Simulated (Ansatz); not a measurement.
# MgB2: equation of state with PBE

The system is MgB2.

```
Mg B
1.0
     3.08500    0.00000    0.00000
    -1.54250    2.67169    0.00000
     0.00000    0.00000    3.52300
Mg B
1 2
Cartesian
  0.0000 0.0000 0.0000
  1.5425 0.8906 1.7615
  0.0000 1.7811 1.7615
```

```yaml
Program: Ansatz 0.2.0
Task: equation of state
Functional: PBE
Potentials_or_basis: all-electron LAPW, scalar-relativistic
Basis_error_allowed: 0.001 eV/atom
k_mesh: 10 × 10 × 8
Occupations: fermi-dirac, width 0.05 eV
Spin: no spin polarisation
```

```yaml
Equilibrium_volume: 9.62 Å³/atom
Bulk_modulus_at_fixed_shape_and_positions: 152 GPa
Pressure_derivative_of_the_bulk_modulus: 3.6
```

Energy against volume, from the lowest point:
| volume (Å³/atom) | energy (meV/atom) |
| --- | --- |
| 9.098 | 14.30 |
| 9.292 | 5.33 |
| 9.485 | 0.69 |
| 9.679 | 0.00 |
| 9.873 | 2.90 |
| 10.066 | 9.07 |
| 10.260 | 18.23 |

All runs of the series together: 25 s on 2 threads of Intel(R) Xeon(R) 6975P-C (Granite Rapids), on a shared host.

Caveat: the cell was scaled at fixed shape and fractional positions, which overstates the stiffness of a crystal with free parameters, most of all of layers and chains.
